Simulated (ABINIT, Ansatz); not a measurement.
An input for Ansatz 0.2.0 (KI (Fm-3m)):

```yaml
crystal:
  lattice:
    - [0.0, 3.532775, 3.532775]
    - [3.532775, 0.0, 3.532775]
    - [3.532775, 3.532775, 0.0]
  atoms:
    - { symbol: K, position: [0.0, 0.0, 0.0] }
    - { symbol: I, position: [0.5, 0.5, 0.5] }
kpoints:
  mp_grid: { grid: [4, 4, 4] }
hamiltonian:
  xc: pbe
  pseudopotentials: { kind: nc, accuracy: standard }
scf:
  occupations: { method: fixed }
gw:
  n_empty_bands: 250
  ecut_chi: 247.62
  qp_bands: [v2, c2]
  qp_kpoints: [[0.0, 0.0, 0.0]]
  screening: { model: godby_needs }
  pair_densities: pseudo
  plasmon_pole_fit_frequency: 15.8172
basis:
  ecutwfc: 897.98
```

```sh
ansatz run input.yaml --threads 4 --pin off --max-ram 14745MiB --backend cpu --events-out ev --progress --plain --runs-dir out
```

Q: Estimate wall time and host memory on 4 threads of Arm Neoverse V1, shared host.

It took 39 s; on shared hardware allow 19 s to 77 s. Peak host memory was 1.8 GiB. The sizes that set the cost: 5329 plane waves a state, 8 irreducible k points, 749 plane waves in the screening and 6 SCF cycles.

The screening grows as filled bands × empty bands × pairs of k points, times the square of the screening basis for the matrix.

[Paths, hosts, dates, memory and timing lines, banners, echoed tables and standing remarks are left out of the program output.]

[Logs are printed without paths, hosts, clocks, repeated set-up lines and the standing remarks that a program may print on its own settings, such as how far it seeks lower states.]

[Runs of the session that timed out or met a known fault of the program may be left out.]

[Hosts, paths, dates, database ids (printed as entryN), source tags and the programs' standing remarks are cut or masked in the printed files.]

[G0W0 gaps are taken among the corrected bands and points alone; a level outside them can change the order at an edge.]

[Where Ansatz stands beside ABINIT at settings called matched, ABINIT's density can come from a denser mesh and the files from another edition; pairs whose starting gaps differed by over 0.03 eV were left out, so agreement reads better than it is.]
